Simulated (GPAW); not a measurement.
The system is HfB2.

```xyz
3
Lattice="3.1400 0.0000 0.0000 -1.5700 2.7193 0.0000 0.0000 0.0000 3.4800" Properties=species:S:1:pos:R:3 pbc="T T T"
Hf    0.0000    0.0000    0.0000
B     1.5700    0.9064    1.7400
B     0.0000    1.8129    1.7400
```

Base run:

```yaml
Program: GPAW 26.7.0
Functional: LDA
Potentials_or_basis: the program's PAW data sets (release 1.2.1) made for this functional
Cutoff: 800 eV
Basis: pw
k_mesh: 10 × 10 × 8
Occupations: fermi-dirac, width 0.05 eV
Spin: no spin polarisation
Hubbard_terms: Hf d U = 5 eV
```

Its results: band gap on the k mesh none (metal or under the smearing width); pressure 5.1 GPa.

**Question.** After a change of settings the same cell gave: band gap on the k mesh none (metal or under the smearing width); pressure 15.9 GPa. Which change was it?
A. hubbard terms from Hf d U = 5 eV to none
B. hubbard terms from Hf d U = 5 eV to Hf d U = 3 eV
C. cutoff from 800 eV to 600 eV; k mesh from 10 × 10 × 8 to 8 × 8 × 6; hubbard terms from Hf d U = 5 eV to none
D. hubbard terms from Hf d U = 5 eV to Hf d U = 8 eV

**Answer.** D.

Caveats: U without spin polarisation on a metal has little footing; the U is typed as a test and isn't derived for this compound.
